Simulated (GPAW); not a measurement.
CaO:

```
Ca O
1.0
     0.00000    2.40356    2.40356
     2.40356    0.00000    2.40356
     2.40356    2.40356    0.00000
Ca O
1 1
Direct
  0.00000 0.00000 0.00000
  0.50000 0.50000 0.50000
```

The cell is a database's computed one.

Base run:

| Quantity | Value |
| --- | --- |
| Program | GPAW 26.7.0 |
| Functional | revPBE |
| Potentials or basis | the program's PAW data sets (release 1.2.1) made for this functional |
| Cutoff | 800 eV |
| Basis | pw |
| k mesh | 10 × 10 × 10 |
| Occupations | fermi-dirac, width 0.05 eV |
| Spin | no spin polarisation |

Its results: band gap on the k mesh 3.77 eV, indirect (least direct gap 4.15 eV); pressure 5.0 GPa.

Q: The run is repeated on the same cell with these changes: functional from revPBE to LDA. What comes out?

A: Band gap on the k mesh 3.52 eV, indirect (least direct gap 3.90 eV); pressure -6.3 GPa.

LDA binds more tightly than revPBE, so the same cell stands under less pressure.

Not every run made on this cell is shown here.
